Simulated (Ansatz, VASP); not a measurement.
## SnSe in VASP and in Ansatz

```xyz
2
Lattice="0.0000 2.9319 2.9466 2.9466 0.0000 2.9466 2.9466 2.9319 0.0000" Properties=species:S:1:pos:R:3 pbc="T T T"
Sn    0.0000    0.0000    0.0000
Se    2.9466    2.9319    2.9466
```

Change from the starting cell: strain -0.0050 x Voigt [0, 1, 0, 0, 0, 0], atoms carried along.

Alike in both runs: task single point; functional LDA; k mesh 8 × 8 × 8; occupations gaussian, width 0.05 eV; no spin polarisation.

|  | VASP | Ansatz |
| --- | --- | --- |
| version | VASP 6.6.1 | Ansatz 0.2.0 |
| potentials or method | VASP PAW LDA potentials, release 64 (Sn_d, Se) | scalar-relativistic, plane waves, PAW |
| plane-wave cutoff (eV) | 520 | 420 |
| valence electrons in the cell | 20 | 30 |

Ansatz gave:

* gap on the k mesh at the Fermi level (eV): 0.76
* least direct gap on the mesh (eV): 0.92
* pressure (GPa): 0.3
* largest component of the traceless stress (GPa): 0.50

Problem. What did VASP give for the same quantities?

Solution. gap on the k mesh at the Fermi level (eV): 0.75; least direct gap on the mesh (eV): 0.92; pressure (GPa): 0.4; largest component of the traceless stress (GPa): 0.50.

The two sets of potentials don't hold the same shells in valence.

Caveats: spin-orbit coupling is left out, which moves the levels of the heavy elements. A k mesh can miss the band edges.
